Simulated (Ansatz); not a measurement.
# Ag (P6_3/mmc) in Ansatz: reference runs

Reference runs on Ag: the cell as given and a disturbed copy.

All numbers are computed with Ansatz 0.2.0; they aren't measurements. Logs are shortened: lines on timing, memory, paths and dates and some standing lists are left out, and cuts for length are marked.

## (1) The structure

Symmetry: P6_3/mmc, No. 194, hexagonal system. Conventional cell: a = 2.930 Å, b = 2.930 Å, c = 4.790 Å, α = 90.00°, β = 90.00°, γ = 120.00°. Around Ag (site symmetry -6m2) lie 12 Ag at 2.93 Å.

This isn't the form of Ag at room conditions, which is fcc.

## (2) Single point, PBE

input.yaml

```yaml
crystal:
  lattice:
    - [2.93, 0.0, 0.0]
    - [-1.465, 2.5374544331, 0.0]
    - [0.0, 0.0, 4.79]
  atoms:
    - { symbol: Ag, position: [0.6666666667, 0.3333333333, 0.75] }
    - { symbol: Ag, position: [0.3333333333, 0.6666666667, 0.25] }
hamiltonian:
  xc: pbe
  pseudopotentials: { kind: paw }
kpoints:
  mp_grid: { grid: [10, 10, 6] }
scf:
  occupations: { method: fermi_dirac, width: 0.05 }
output:
  forces: true
  stress: true
  eigenvalues: true
```

Potentials or basis: Ansatz PAW.

Launch:

```
> ansatz run input.yaml --threads 2 --pin off --max-ram 5120MiB --backend cpu --events-out ev --progress --plain --runs-dir out
```

The log of the run:

```text
Warning: RAYON_NUM_THREADS=2 ignored (pool sized by the plan → 2); use --threads N
Engine: ansatz 0.2.0, aarch64-unknown-linux-gnu
Pseudopotentials: kind: paw
Pseudopotential: Ag, paw, valence charge 19, recommended cutoff 420 eV (normal), Ag.paw.azcp
Functional definition: PBE
  parameter kappa = 0.804
  parameter beta = 0.06672455060314922
  exchange = pbe_x(kappa = kappa, mu = beta*pi^2/3)
  correlation = pbe_c(beta = beta)
Crystal: 2 atoms, lattice volume = 35.612 Å³
Basis set: ecut = 420 eV, 701 PW (Γ), exchange–correlation on 40×40×72 points (8 copies of the dense FFT grid, shifted against one another)
Bands: 23, of which v1, the nominal top of the filled ones, is band 19 counted from 1 (18 counted from 0)
Symmetry: 24 space group operations
Space group: P63/mmc (ITA 194), of the structure as read, at distance tolerance 3.3e-5 Å
k-points: 56 of 600
Non-local potential: Ag, projectors of the file, l = 0: 3, l = 1: 2, l = 2: 2, l = 3: 1
PAW form: soft (Blöchl's): semilocal exchange-correlation on the pseudo side does not see the compensation charge
PAW one-centre angular grid: Ag, 590 points (default); XC on 64 Gauss nodes
Initial density: superposition of atomic densities (neutral atoms: chi_scale 0, normalization atom), corrected by the library's trained network
Initial wavefunctions: pseudopotential atomic-orbital guess
Functional: x = pbe(κ = 0.804, μ = 0.2195149727645171), c = pbe(β = 0.06672455060314922)
SCF iter   1: F=—  HF=-15181.091326 eV  |F-HF|=—  |Δ(HF+E_count)|=         —  Δρ=1.38e-3  dr2=3.21e-4  ethr=1.77e-3  ⟨swp⟩=4.9  Hψ=4843  notcnv=0
preconditioner: auto → none  [insulator: Δε(μ)=0.239 eV  Ē_g=11.003 eV  σ=0.050 eV  W_gap=0.66  n_scr=10 (ndim 8)  ℏωp=29.2 eV  f_vac=0.000  D(μ)=0.66/eV (n_scr^D=2)  ε∞_Penn≈8.0]
SCF iter   2: F=—  HF=-15181.092088 eV  |F-HF|=—  |Δ(HF+E_count)|=   7.62e-4  Δρ=6.63e-4  dr2=4.67e-5  ethr=8.44e-7  ⟨swp⟩=3.0  Hψ=3042  notcnv=0
SCF iter   3: F=—  HF=-15181.092181 eV  |F-HF|=—  |Δ(HF+E_count)|=   9.34e-5  Δρ=1.82e-4  dr2=6.05e-6  ethr=1.23e-7  ⟨swp⟩=2.0  Hψ=1928  notcnv=0
iter 4 did not close the SCF: its close was put off for the readings that it lacked (scf_convergence_deferred on its scf_iter line)
SCF iter   4: F=-15181.092186 eV  HF=-15181.092186 eV  |F-HF|=1.37e-7  |Δ(HF+E_count)|=   4.58e-6  Δρ=2.59e-5  dr2=8.31e-8  ethr=1.59e-8  ⟨swp⟩=2.0  Hψ=1901  notcnv=0
iter 5 did not close the SCF: its close was put off for the readings that it lacked (scf_convergence_deferred on its scf_iter line)
SCF iter   5: F=-15181.092186 eV  HF=-15181.092186 eV  |F-HF|=7.46e-10  |Δ(HF+E_count)|=   1.53e-7  Δρ=1.96e-6  dr2=5.94e-10  ethr=2.19e-10  ⟨swp⟩=2.0  Hψ=1912  notcnv=0
SCF iter   6: F=-15181.092186 eV  HF=-15181.092186 eV  |F-HF|=7.28e-12  |Δ(HF+E_count)|=   1.13e-9  Δρ=2.29e-7  dr2=4.98e-12  ethr=1.56e-12  ⟨swp⟩=1.4  Hψ=3503  notcnv=0
SCF 1 converged in 6 iterations: F = -15181.092186 eV  dr2 = 4.98e-12
SCF converged after 6 iterations
Free energy (F): -15181.092186 eV
Harris-Foulkes:  -15181.092186 eV  (|F-HF|=7.28e-12)
Internal energy: -15181.086727 eV  (E = F + TS)
E sigma→0 (E₀):  -15181.089457 eV
Entropy (-TS):   -0.005459 eV (-2.729 meV/atom)
Fermi energy:    16.398563 eV
--- Per-component energies (eV) ---
  E_band       = -499.569011
  E_kinetic    = 1054.199353
  E_local      = -4523.517891  (includes V_loc(G=0)·N_el)
  E_nonlocal   = 160.142114
  E_hartree    = 2051.145153
  E_xc         = -369.503406
  E_vxc        = -469.470801  (∫ρ·V_xc dr)
  E_paw        = -7804.127602  (= ΣΔE_a)
  E_vpaw       = -823.212812  (= ΣTr[D̂ρ^β])
  E_aug_tail   = 0.000653  (compensation charges beyond the density's cutoff)
  E_ewald      = -5749.425102
  E_smearing   = -0.005459  (= −TS)
  E_closure    = -0.000000  (closes the sum)
  Σ components = -15181.092186   (vs F -15181.092186, Δ=0.00e0)
--- Forces (eV/Å), atoms counted from 1 ---
  atom   1  Ag    -0.00000000     0.00000000     0.00000000
  atom   2  Ag    -0.00000000    -0.00000000    -0.00000000
  max |Σ_I F_I| component: 1.16e-18 eV/Å
--- Stress (GPa, compression-positive) ---
        0.810745      -0.000000       0.000000
       -0.000000       0.810745      -0.000000
        0.000000      -0.000000       0.175460
  P = ⅓ Tr σ = 0.5990 GPa (5.990 kbar)
--- Band table (eV; the first three rows and the last of 56) ---
  k-point 0: bands = ["-75.4366", "-75.4228", "-38.9821", "-38.8619", "-38.8619", "-38.8448", "-38.8409", "-38.8409", "8.9340", "10.2794", "11.7645", "11.8594", "11.8594", "12.0800", "12.0800", "12.4075", "12.4075", "13.3495", "13.3495", "16.1012", "19.7585", "31.8393", "33.6565"]
  k-point 1: bands = ["-75.4356", "-75.4237", "-38.9730", "-38.8605", "-38.8605", "-38.8541", "-38.8423", "-38.8423", "9.1422", "10.3201", "11.7261", "11.8111", "11.8111", "12.0278", "12.0278", "12.5365", "12.5365", "13.3280", "13.3280", "14.9297", "21.2868", "31.5711", "33.1559"]
  k-point 2: bands = ["-75.4331", "-75.4262", "-38.9480", "-38.8793", "-38.8566", "-38.8566", "-38.8461", "-38.8461", "9.7038", "10.3939", "11.6880", "11.7688", "11.7688", "11.9111", "11.9111", "12.7980", "12.7980", "13.2221", "13.2394", "13.2394", "24.0802", "30.1445", "32.1351"]
  k-point 55: bands = ["-75.4194", "-75.4194", "-38.9557", "-38.9557", "-38.9208", "-38.9208", "-38.8722", "-38.8722", "10.9627", "10.9627", "11.4502", "11.4502", "11.9358", "11.9358", "12.4758", "12.4758", "13.4177", "13.4177", "19.4464", "19.4464", "22.3290", "22.3290", "22.6592"]
```

Run time: 1.2 s. Hardware: 2 threads of Arm Neoverse V1, shared host; peak memory 0.31 GiB.

What came out:

```yaml
Free_energy: -15181.0922 eV
Pressure: 0.6 GPa
Band_gap_on_the_k_mesh: none (metal or under the smearing width)
```

## (3) Single point, PBE (atoms moved at random, drawn with an rms of 0.05 Å)

Changes to input.yaml since step 2:

```diff
@@ -6,4 +6,4 @@
   atoms:
-    - { symbol: Ag, position: [0.6666666667, 0.3333333333, 0.75] }
-    - { symbol: Ag, position: [0.3333333333, 0.6666666667, 0.25] }
+    - { symbol: Ag, position: [0.684827, 0.350078, 0.746889] }
+    - { symbol: Ag, position: [0.337913, 0.672665, 0.250568] }
 hamiltonian:
```

Potentials or basis: Ansatz PAW.

Launch:

```
> ansatz run input.yaml --threads 2 --pin off --max-ram 5120MiB --backend cpu --events-out ev --progress --plain --runs-dir out
```

The log of the run:

```text
Warning: RAYON_NUM_THREADS=2 ignored (pool sized by the plan → 2); use --threads N
Engine: ansatz 0.2.0, aarch64-unknown-linux-gnu
Pseudopotentials: kind: paw
Pseudopotential: Ag, paw, valence charge 19, recommended cutoff 420 eV (normal), Ag.paw.azcp
Functional definition: PBE
  parameter kappa = 0.804
  parameter beta = 0.06672455060314922
  exchange = pbe_x(kappa = kappa, mu = beta*pi^2/3)
  correlation = pbe_c(beta = beta)
Crystal: 2 atoms, lattice volume = 35.612 Å³
Basis set: ecut = 420 eV, 701 PW (Γ), exchange–correlation on 40×40×72 points (8 copies of the dense FFT grid, shifted against one another)
Bands: 23, of which v1, the nominal top of the filled ones, is band 19 counted from 1 (18 counted from 0)
Symmetry: 2 space group operations
Space group: P-1 (ITA 2), of the structure as read, at distance tolerance 3.3e-5 Å
k-points: 304 of 600
Non-local potential: Ag, projectors of the file, l = 0: 3, l = 1: 2, l = 2: 2, l = 3: 1
PAW form: soft (Blöchl's): semilocal exchange-correlation on the pseudo side does not see the compensation charge
PAW one-centre angular grid: Ag, 590 points (default); XC on 64 Gauss nodes
Initial density: superposition of atomic densities (neutral atoms: chi_scale 0, normalization atom), corrected by the library's trained network
Initial wavefunctions: pseudopotential atomic-orbital guess
Functional: x = pbe(κ = 0.804, μ = 0.2195149727645171), c = pbe(β = 0.06672455060314922)
SCF iter   1: F=—  HF=-15181.089945 eV  |F-HF|=—  |Δ(HF+E_count)|=         —  Δρ=1.38e-3  dr2=3.19e-4  ethr=1.77e-3  ⟨swp⟩=4.8  Hψ=26042  notcnv=0
preconditioner: auto → none  [insulator: Δε(μ)=0.205 eV  Ē_g=11.003 eV  σ=0.050 eV  W_gap=0.61  n_scr=10 (ndim 8)  ℏωp=29.2 eV  f_vac=0.000  D(μ)=0.66/eV (n_scr^D=2)  ε∞_Penn≈8.0]
SCF iter   2: F=—  HF=-15181.090713 eV  |F-HF|=—  |Δ(HF+E_count)|=   7.68e-4  Δρ=6.63e-4  dr2=4.68e-5  ethr=8.38e-7  ⟨swp⟩=3.2  Hψ=16294  notcnv=0
SCF iter   3: F=—  HF=-15181.090800 eV  |F-HF|=—  |Δ(HF+E_count)|=   8.71e-5  Δρ=1.84e-4  dr2=7.25e-6  ethr=1.23e-7  ⟨swp⟩=2.0  Hψ=10331  notcnv=0
SCF iter   4: F=—  HF=-15181.090804 eV  |F-HF|=—  |Δ(HF+E_count)|=   4.36e-6  Δρ=3.77e-5  dr2=7.81e-7  ethr=1.91e-8  ⟨swp⟩=2.0  Hψ=10315  notcnv=0
SCF iter   5: F=—  HF=-15181.090804 eV  |F-HF|=—  |Δ(HF+E_count)|=   1.59e-8  Δρ=1.58e-5  dr2=1.08e-7  ethr=2.06e-9  ⟨swp⟩=2.0  Hψ=10254  notcnv=0
SCF iter   6: F=-15181.090804 eV  HF=-15181.090804 eV  |F-HF|=8.35e-10  |Δ(HF+E_count)|=   1.14e-8  Δρ=4.50e-6  dr2=7.05e-9  ethr=2.63e-10  ⟨swp⟩=4.1  Hψ=21023  notcnv=0
SCF 1 converged in 6 iterations: F = -15181.090804 eV  dr2 = 7.05e-9
SCF converged after 6 iterations
Free energy (F): -15181.090804 eV
Harris-Foulkes:  -15181.090804 eV  (|F-HF|=8.35e-10)
Internal energy: -15181.085338 eV  (E = F + TS)
E sigma→0 (E₀):  -15181.088071 eV
Entropy (-TS):   -0.005467 eV (-2.733 meV/atom)
Fermi energy:    16.397839 eV
--- Per-component energies (eV) ---
  E_band       = -499.580515
  E_kinetic    = 1054.205288
  E_local      = -4524.136034  (includes V_loc(G=0)·N_el)
  E_nonlocal   = 160.141470
  E_hartree    = 2051.446667
  E_xc         = -369.505532
  E_vxc        = -469.473761  (∫ρ·V_xc dr)
  E_paw        = -7804.127598  (= ΣΔE_a)
  E_vpaw       = -823.212773  (= ΣTr[D̂ρ^β])
  E_aug_tail   = 0.000652  (compensation charges beyond the density's cutoff)
  E_ewald      = -5749.110250
  E_smearing   = -0.005467  (= −TS)
  E_closure    = -0.000000  (closes the sum)
  Σ components = -15181.090804   (vs F -15181.090804, Δ=0.00e0)
--- Forces (eV/Å), atoms counted from 1 ---
  atom   1  Ag    -0.02242217    -0.02320451     0.09111665
  atom   2  Ag     0.02242217     0.02320451    -0.09111665
  max |Σ_I F_I| component: 0.00e0 eV/Å
--- Stress (GPa, compression-positive) ---
        0.984414       0.146670      -0.017285
        0.146670       0.659816      -0.018178
       -0.017285      -0.018178       0.226113
  P = ⅓ Tr σ = 0.6234 GPa (6.234 kbar)
--- Band table (eV; the first three rows and the last of 304) ---
  k-point 0: bands = ["-75.4368", "-75.4230", "-38.9827", "-38.8639", "-38.8603", "-38.8450", "-38.8412", "-38.8410", "8.9338", "10.2789", "11.7603", "11.8514", "11.8671", "12.0689", "12.0913", "12.3683", "12.4492", "13.3107", "13.3872", "16.1019", "19.7580", "31.8354", "33.6585"]
  k-point 1: bands = ["-75.4359", "-75.4239", "-38.9736", "-38.8624", "-38.8591", "-38.8541", "-38.8425", "-38.8425", "9.1420", "10.3195", "11.7222", "11.8045", "11.8175", "12.0163", "12.0403", "12.5005", "12.5737", "13.2977", "13.3572", "14.9304", "21.2862", "31.5720", "33.1520"]
  k-point 2: bands = ["-75.4334", "-75.4264", "-38.9486", "-38.8795", "-38.8581", "-38.8556", "-38.8466", "-38.8459", "9.7034", "10.3932", "11.6849", "11.7682", "11.7695", "11.9004", "11.9233", "12.7695", "12.8245", "13.2236", "13.2291", "13.2493", "24.0789", "30.1473", "32.1357"]
  k-point 303: bands = ["-75.4209", "-75.4205", "-38.9749", "-38.9744", "-38.8849", "-38.8831", "-38.8791", "-38.8769", "10.3987", "10.4055", "10.9837", "11.0331", "12.5156", "12.5773", "13.3002", "13.3060", "13.5514", "13.5591", "17.2065", "17.2314", "20.7279", "20.7635", "29.6160"]
```

Run time: 5.3 s. Hardware: 2 threads of Arm Neoverse V1, shared host; peak memory 0.44 GiB.

Results:

```
Free energy            : -15181.0908 eV
Pressure               : 0.6 GPa
Largest force          : 0.097 eV/Å
Band gap on the k mesh : none (metal or under the smearing width)
```

Forces on the atoms (eV/Å):
```
Ag  -0.022 -0.023  0.091
Ag   0.022  0.023 -0.091
```

Levels at points of the mesh, in eV from the Fermi level:
```tsv
k point	band 16	band 17	band 18	band 19	band 20	band 21	band 22	band 23
(0.00, 0.00, 0.00)	-4.03	-3.95	-3.09	-3.01	-0.30	3.36	15.44	17.26
(0.00, 0.00, -0.50)	-4.37	-3.37	-3.34	-3.34	-3.32	10.69	10.90	15.77
(0.00, -0.50, 0.00)	-2.92	-2.87	-2.80	0.08	1.51	6.61	6.87	9.09
(0.00, -0.50, -0.50)	-3.12	-2.85	-2.84	0.84	0.86	4.30	4.34	13.23
(-0.50, 0.00, 0.00)	-2.93	-2.89	-2.79	0.19	1.41	6.78	7.10	8.90
(-0.50, 0.00, -0.50)	-3.04	-2.85	-2.84	0.75	0.78	4.39	4.42	13.23
(-0.50, -0.50, 0.00)	-2.92	-2.88	-2.80	0.12	1.48	6.67	6.95	9.03
(-0.50, -0.50, -0.50)	-3.09	-2.85	-2.84	0.81	0.83	4.33	4.37	13.22
```
